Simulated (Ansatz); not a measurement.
C: random displacements

Computed with DFT PBE+D3(BJ), scalar-relativistic, plane waves, PAW (Ansatz). The runs took a 420 eV cutoff, a Γ-centred 22×22×8 mesh and Gaussian smearing (0.15 eV). No spin polarisation. Energies are free energies at this smearing, counted from the undisturbed cell; pressure is positive in compression.

The undisturbed cell (relaxed at this level; this form isn't the usual structure):

```xyz
4
Lattice="1.2328 -2.1341 0.0000 1.2328 2.1341 0.0000 0.0000 0.0000 6.7990" Properties=species:S:1:pos:R:3 pbc="T T T"
C     1.2328    1.7786    5.0992
C     1.2328   -0.3556    1.6997
C     1.2328   -1.7786    1.6997
C     1.2328    0.3556    5.0992
```

The atoms are displaced (Å, in the unstrained cell):

```
atom ux uy uz
  C1   0.001   0.034   0.000
  C2   0.010  -0.019   0.025
  C3  -0.025  -0.011  -0.025
  C4   0.014  -0.004   0.001
```

Strain (Voigt, engineering shear): (0.0099, 0.0419, -0.0198, -0.0292, 0.0129, 0.0497).

Question: What are the energy change, the stress and the forces?

Answer: ΔE = 104.7 meV/atom; stress (xx, yy, zz, yz, xz, xy; compression positive) (-14.65, -40.35, 0.85, 0.39, -0.21, -19.10) GPa.
| atom | Fx (eV/Å) | Fy | Fz |
| --- | --- | --- | --- |
| C1 | 1.15 | -1.83 | 0.06 |
| C2 | -1.33 | 0.21 | -0.82 |
| C3 | 1.34 | -0.21 | 0.82 |
| C4 | -1.15 | 1.83 | -0.06 |

Cost: 1 run of about 0.7 core-minutes, on AMD EPYC 9R45 (Zen 5) (shared hosts).